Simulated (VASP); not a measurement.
## A VASP 6.6.1 single-point calculation on KBr

INCAR

```
ENCUT = 520
LWAVE = .FALSE.
ISMEAR = -4
METAGGA = R2SCAN
LASPH = .TRUE.
PREC = Accurate
SIGMA = 0.1
LREAL = .FALSE.
IBRION = -1
NBANDS = 15
LCHARG = .FALSE.
ALGO = Normal
ISIF = 2
NSW = 0
NELM = 90
EDIFF = 1E-7
```

KPOINTS

```
KPOINTS created by Atomic Simulation Environment
0
Gamma
6 6 6
0 0 0
```

POSCAR

```
K  Br
 1.0000000000000000
     0.0000000000000000    3.2692253285000001    3.2692253285000001
     3.2692253285000001    0.0000000000000000    3.2692253285000001
     3.2692253285000001    3.2692253285000001    0.0000000000000000
 K   Br
   1   1
Cartesian
  0.0000000000000000  0.0000000000000000  0.0000000000000000
  3.2692253285000001  3.2692253285000001  3.2692253285000001
```

The recommended PBE PAW datasets give the neutral cell 16 valence electrons.

Command

```
mpirun -np 1 vasp_std
```

OSZICAR

```
N       E                     dE             d eps       ncg     rms          rms(c)
DAV:   1     0.788150974669E+02    0.78815E+02   -0.71407E+03   480   0.969E+02
DAV:   2    -0.206957973254E+02   -0.99511E+02   -0.93093E+02   641   0.238E+02
DAV:   3    -0.267199253288E+02   -0.60241E+01   -0.59851E+01   634   0.506E+01
DAV:   4    -0.270173381247E+02   -0.29741E+00   -0.29732E+00   743   0.961E+00
DAV:   5    -0.270202275672E+02   -0.28894E-02   -0.28894E-02   655   0.112E+00    0.302E+00
DAV:   6    -0.232578402737E+02    0.37624E+01   -0.10554E+00   705   0.863E+00    0.174E+00
DAV:   7    -0.232291904160E+02    0.28650E-01   -0.15634E-01   620   0.239E+00    0.885E-01
DAV:   8    -0.232388207064E+02   -0.96303E-02   -0.92553E-03   585   0.749E-01    0.434E-01
DAV:   9    -0.232442998974E+02   -0.54792E-02   -0.39437E-03   487   0.601E-01    0.106E-01
DAV:  10    -0.232443763914E+02   -0.76494E-04   -0.61658E-05   698   0.615E-02    0.556E-02
DAV:  11    -0.232445064043E+02   -0.13001E-03   -0.10822E-04   494   0.945E-02    0.830E-03
DAV:  12    -0.232445057934E+02    0.61090E-06   -0.18808E-06   676   0.101E-02    0.258E-03
DAV:  13    -0.232445058686E+02   -0.75131E-07   -0.31100E-07   558   0.396E-03
   1 F= -.23244506E+02 E0= -.23244506E+02  d E =0.000000E+00
```

From OUTCAR

```
k-points           NKPTS =     16   k-points in BZ     NKDIM =     16   number of bands    NBANDS=     15

   NELECT =      16.0000    total number of electrons

   dimension x,y,z NGX =    36 NGY =   36 NGZ =   36
   dimension x,y,z NGXF=    72 NGYF=   72 NGZF=   72

  energy-cutoff  :      520.00
  volume of cell :       69.88
      direct lattice vectors                 reciprocal lattice vectors
     0.000000000  3.269225329  3.269225329    -0.152941431  0.152941431  0.152941431
     3.269225329  0.000000000  3.269225329     0.152941431 -0.152941431  0.152941431
     3.269225329  3.269225329  0.000000000     0.152941431  0.152941431 -0.152941431

 k-points in reciprocal lattice and weights: KPOINTS created by Atomic Simulation Env
   0.00000000  0.00000000  0.00000000       0.005
   0.16666667  0.00000000  0.00000000       0.037
   0.33333333  0.00000000  0.00000000       0.037
   0.50000000  0.00000000  0.00000000       0.019
   0.16666667  0.16666667  0.00000000       0.028
   0.33333333  0.16666667  0.00000000       0.111
   0.50000000  0.16666667  0.00000000       0.111
  -0.33333333  0.16666667  0.00000000       0.111
   ...

 E-fermi :  -1.9470

 k-point     1 :       0.0000    0.0000    0.0000
  band No.  band energies     occupation
      1     -30.8591      2.00000
      2     -14.7997      2.00000
      3     -13.5677      2.00000
      4     -13.5676      2.00000
      5     -13.5676      2.00000
      6      -2.0355      2.00000
      7      -2.0355      2.00000
      8      -2.0355      2.00000
      9       3.1259      0.00000
     10       6.2019      0.00000
     11       6.2019      0.00000
     12       6.2019      0.00000
     13       7.2008      0.00000
     14       7.2008      0.00000
     15      10.0981      0.00000

 k-point     2 :       0.1667    0.0000    0.0000
  band No.  band energies     occupation
      1     -30.8575      2.00000
      2     -14.8502      2.00000
      3     -13.5689      2.00000
      4     -13.5689      2.00000
      5     -13.4960      2.00000
      6      -2.4072      2.00000
      7      -2.1289      2.00000
      8      -2.1289      2.00000
      9       3.7935      0.00000
     10       6.0285      0.00000
     11       6.5505      0.00000
     12       6.5505      0.00000
     13       7.5874      0.00000
     14       7.5874      0.00000
     15      11.1132      0.00000

 k-point     3 :       0.3333    0.0000    0.0000
  band No.  band energies     occupation
      1     -30.8543      2.00000
      2     -14.9382      2.00000
      3     -13.5714      2.00000
      4     -13.5714      2.00000
      5     -13.3648      2.00000
      6      -3.0047      2.00000
      7      -2.3044      2.00000
      8      -2.3044      2.00000
      9       4.8457      0.00000
     10       6.3570      0.00000
     11       7.4876      0.00000
     12       7.4876      0.00000
     13       8.5577      0.00000
     14       8.5577      0.00000
     15      10.5119      0.00000

 ...

  Total        0.2418580      0.2418580      0.2418580      0.0000000      0.0000000     -0.0000000
  in kB        5.5450624      5.5450624      5.5450624      0.0000000      0.0000000     -0.0000000
  external PRESSURE =       5.5450624 kB  Pullay stress =       0.0000000 kB

 POSITION                                       TOTAL-FORCE (eV/Angst)
 -----------------------------------------------------------------------------------
      0.00000      0.00000      0.00000         0.000000     -0.000000      0.000000
      3.26923      3.26923      3.26923        -0.000000      0.000000     -0.000000
 -----------------------------------------------------------------------------------
    total drift:                                0.000000      0.000000      0.000000

  FREE ENERGIE OF THE ION-ELECTRON SYSTEM (eV)
  ---------------------------------------------------
  free  energy   TOTEN  =       -23.2445058686 eV

  energy  without entropy=      -23.2445058686  energy(sigma->0) =      -23.24450587
```

It converged. Results: gap between bands v and c on the k mesh 5.16 eV; least direct gap on the k mesh 5.16 eV; pressure 0.6 GPa. Band v is the last that the valence electrons fill when counted band by band, and c is the next.

For comparison, a separate r²SCAN run of the intended cell, on usual settings and not on those above, gives a gap of 5.16 eV on its mesh and a pressure of 0.6 GPa.

The run above took about 29 s on one core of a shared host (Intel Xeon 6975P-C) and held 0.21 GiB at most.
